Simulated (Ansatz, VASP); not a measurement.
# Pb in VASP and in Ansatz

```
Pb
1.0
     3.25438    0.00000    0.00000
     0.00000    3.25438    0.00000
     0.00000    0.00000    3.25438
Pb
1
Cartesian
  0.0000 0.0000 0.0000
```

Alike in both runs: functional PBE; k mesh 12 × 12 × 12; occupations fermi-dirac, width 0.05 eV; no spin polarisation.

Ansatz relaxed the structure, and its values are those at the end. VASP's run is a single point on that final structure, the one shown.

|  | VASP | Ansatz |
| --- | --- | --- |
| version | VASP 6.6.1 | Ansatz 0.2.0 |
| potentials or method | VASP PAW PBE potentials, release 64 (Pb_d) | PAW with Ansatz's default frozen-core files, scalar-relativistic |
| plane-wave cutoff (eV) | 520 | 420 |
| valence electrons in the cell | 14 | 14 |

|  | VASP | Ansatz | Ansatz less VASP |
| --- | --- | --- | --- |
| pressure (GPa) | 0.0 | 0.0 | +0.05 |

Spin-orbit coupling is left out, which matters for the levels of Pb.
